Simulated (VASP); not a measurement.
Runs of VASP 6.6.1 on GaN. All rows change the cell; the cell of one of them follows. Symmetry: F-43m, No. 216, cubic system. The conventional cell has a = 4.269 Å, b = 4.269 Å, c = 4.269 Å, α = 90.00°, β = 90.00°, γ = 90.00°. Around Ga (site symmetry -43m) lie 4 N at 1.85 Å. Around N (site symmetry -43m) lie 4 Ga at 1.85 Å. The cell was built by a generator and needn't be a form met in nature.

| level | cell | smearing | gap on the mesh (eV) | pressure (GPa) |
| --- | --- | --- | --- | --- |
| r2SCAN | hydrostatic strain -5.1% | gaussian 0.01 eV | 3.20 | (a) |
| r2SCAN | uniaxial_z strain +1.2% | gaussian 0.01 eV | 2.06 | -1.3 |
| PBE | uniaxial_z strain +1.2% | fermi-dirac 0.02 eV | 1.67 | (b) |
| PBE | epitaxial_xy strain -2.9% | fermi-dirac 0.02 eV | 1.84 | 12.1 |

Alike in all rows: task single point; potentials or basis VASP PAW PBE potentials, release 64 (Ga_d, N); no spin polarisation; k mesh 10 × 10 × 10; cutoff (eV) 520.

Q: Fill in the values left out.

A: (a) 45.0; (b) 3.8.

Caveats: so large a pressure means that the cell lies far from this level's equilibrium, or that cutoff or potentials fall short (some runs); the potentials were made for another functional, which shifts forces and pressure (some runs); the PAW data sets were made with another functional, which shifts forces and pressure a little (some runs).

A k mesh can miss the band edges, and the runs leave out spin-orbit coupling on Ga.
